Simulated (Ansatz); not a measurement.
# CO2 — ¹⁷O NMR of the central transition

Cell: a Materials Project structure (computed, not necessarily an observed phase), its atoms then relaxed with r2SCAN in this cell.

Space group Cmce (No. 64); a = 5.2718, b = 4.7748, c = 6.5872 Å.

| site | Wyckoff | site symmetry | x | y | z |
| --- | --- | --- | --- | --- | --- |
| C | 4a | 2/m.. | 0.0000 | 0.0000 | 0.0000 |
| O | 8f | m.. | 0.5000 | 0.6929 | 0.8929 |

One atom of each set is listed; the run and its k-mesh use a cell of 6 atoms with edges of 3.56, 3.56, 6.59 Å.

The numbers come from a DFT calculation in Ansatz (r2SCAN, plane waves and PAW, scalar-relativistic, 500 eV cutoff, Γ-centred 9×9×5 k-points, Fermi–Dirac smearing 0.01 eV).

¹⁷O has I = 5/2 and Q = -25.58 mb (Pyykkö 2018); at 35.2 T its Larmor frequency is ν₀ = 203.3 MHz. Only the quadrupole interaction is simulated: positions count from each site's isotropic chemical shift, and J coupling is left out, as are shift anisotropy and dipolar coupling, which fast spinning averages.

(1) Simulate the second-order pattern (fast magic-angle spinning, Gaussian broadening 0.04 kHz) of site O (1 C at 1.16 Å).

## Answers

(1) The calculation gives C_Q = -4.55 MHz and η = 0.03, so ν_Q = 0.682 MHz and the centre of gravity lies at -3.00 ppm (-0.611 kHz).

```json
{"offset (kHz)": "-1.588", "height": "0"}
{"offset (kHz)": "-1.541", "height": "1"}
{"offset (kHz)": "-1.494", "height": "5"}
{"offset (kHz)": "-1.447", "height": "5"}
{"offset (kHz)": "-1.400", "height": "5"}
{"offset (kHz)": "-1.352", "height": "6"}
{"offset (kHz)": "-1.305", "height": "6"}
{"offset (kHz)": "-1.258", "height": "6"}
{"offset (kHz)": "-1.211", "height": "6"}
{"offset (kHz)": "-1.163", "height": "6"}
{"offset (kHz)": "-1.116", "height": "7"}
{"offset (kHz)": "-1.069", "height": "7"}
{"offset (kHz)": "-1.022", "height": "7"}
{"offset (kHz)": "-0.974", "height": "43"}
{"offset (kHz)": "-0.927", "height": "91"}
{"offset (kHz)": "-0.880", "height": "59"}
{"offset (kHz)": "-0.833", "height": "48"}
{"offset (kHz)": "-0.785", "height": "43"}
{"offset (kHz)": "-0.738", "height": "40"}
{"offset (kHz)": "-0.691", "height": "39"}
{"offset (kHz)": "-0.644", "height": "39"}
{"offset (kHz)": "-0.596", "height": "39"}
{"offset (kHz)": "-0.549", "height": "39"}
{"offset (kHz)": "-0.502", "height": "41"}
{"offset (kHz)": "-0.455", "height": "43"}
{"offset (kHz)": "-0.407", "height": "46"}
{"offset (kHz)": "-0.360", "height": "52"}
{"offset (kHz)": "-0.313", "height": "63"}
{"offset (kHz)": "-0.266", "height": "95"}
{"offset (kHz)": "-0.219", "height": "100"}
{"offset (kHz)": "-0.171", "height": "8"}
{"offset (kHz)": "-0.124", "height": "0"}
```

At O V_zz points along its bond to C (within 1°).

The relaxation (3 steps) took 71 s of wall time (71 s of CPU time) and 0.64 GiB at its peak, on 1 thread of Arm Neoverse V1 (aarch64; 8 cores open to the job, memory cap 3.0 GiB, no GPU), a shared host with a load of 0.4 a core.
